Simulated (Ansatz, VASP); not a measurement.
## One calculation of Al, two programs

```
CELL_PARAMETERS angstrom
-1.60553 1.60553 1.60553
1.60553 -1.60553 1.60553
1.60553 1.60553 -1.60553
ATOMIC_POSITIONS crystal
Al 0.00000 0.00000 0.00000
```

Alike in both runs: task relaxation of cell and atoms; functional PBEsol; k mesh 24 × 24 × 24; occupations gaussian, width 0.1 eV; no spin polarisation.

```csv
,VASP,Ansatz
version,VASP 6.6.1,Ansatz 0.2.0
potentials or method,"VASP PAW PBE potentials, release 64 (Al)","scalar-relativistic, plane waves, PAW"
plane-wave cutoff (eV),600,420
valence electrons in the cell,3,3
```

VASP gave:

| Quantity | Value |
| --- | --- |
| gap on the k mesh at the Fermi level, each at its own relaxed structure (eV) | none |
| relaxed volume (Å³/atom) | 16.59 |
| relaxed cell length with the largest relative difference (Å) | 2.783 |

**Question.** Which values does Ansatz return?

**Answer.** gap on the k mesh at the Fermi level, each at its own relaxed structure (eV): none; relaxed volume (Å³/atom): 16.58; relaxed cell length with the largest relative difference (Å): 2.782.

A gap of «none» marks a metal or a gap that the smearing closes.

Caveats: the PAW data sets were made with another functional, which shifts forces and pressure a little (VASP).
